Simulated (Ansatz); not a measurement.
## All-electron card of N

```
N
1.0
     5.64900    0.00000    0.00000
     0.00000    5.64900    0.00000
     0.00000    0.00000    5.64900
N
4
Direct
  0.03000 0.03000 0.03000
  0.47000 0.97000 0.53000
  0.53000 0.47000 0.97000
  0.97000 0.53000 0.47000
```

Atoms are numbered in the order listed.

The geometry is COD entry 9012480, unchecked; take it as a test cell.

All numbers below come from DFT, PBEsol, all-electron LAPW, scalar-relativistic in Ansatz 0.2.0.

Numerical set-up: a Γ-centred 4×4×4 k mesh, Fermi–Dirac smearing of 0.02 eV, basis error target 1 meV/atom, no spin polarisation.

```json
{
  "Pressure at this cell": "-4.10 GPa",
  "Band gap": "none at this level of theory (metallic, semimetallic, or a small gap that the functional closes)",
  "Largest force": "0.393 eV/Å on N4",
  "Density of states at the Fermi level (0.2 eV bin)": "30.26 states/eV per cell",
  "Volume per atom": "304.1 bohr³"
}
```
